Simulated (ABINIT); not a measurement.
**Ru: single point with PBEsol**

Crystal: Ru.

```
CELL_PARAMETERS angstrom
2.70580 0.00000 0.00000
-1.35290 2.34329 0.00000
0.00000 0.00000 4.28190
ATOMIC_POSITIONS crystal
Ru 0.67236 0.34385 0.74518
Ru 0.32157 0.68043 0.24367
```

The cell isn't the ideal one: atoms moved at random, drawn with an rms of 0.05 Å.

```
Program             : ABINIT 10.8.3 (patched build)
Task                : single point
Functional          : PBEsol
Potentials or basis : PseudoDojo NC SR PBEsol v0.4.1 standard
Cutoff              : 1143 eV
k mesh              : 11 × 11 × 6
Occupations         : fermi-dirac, width 0.05 eV
Spin                : no spin polarisation
```

```
Pressure                                              : -5.6 GPa
Largest force                                         : 0.349 eV/Å
Band gap on the k mesh                                : none (metal or under the smearing width)
Valence electrons inside the program's atomic spheres : Ru 12.86 (radii [1.0584] Å)
```

Forces on the atoms (eV/Å):
```
Ru  -0.337  0.050 -0.078
Ru   0.337 -0.050  0.078
```

Stress tensor (GPa, compression positive):
```
-5.73  0.96  0.05
 0.96 -5.37 -0.01
 0.05 -0.01 -5.66
```

Levels at points of the mesh, in eV from the Fermi level:
```
           k point  band 14  band 15  band 16  band 17  band 18  band 19
(0.00, 0.00, 0.00)    -1.89    -1.80    -1.48    -1.16     1.08     1.29
(0.00, 0.00, 0.50)    -2.69    -2.67    -2.65     0.54     0.57     0.66
```

Run time: 5.7 min on 1 thread of Arm Neoverse V2, with other jobs on the host, peak memory 0.33 GiB.
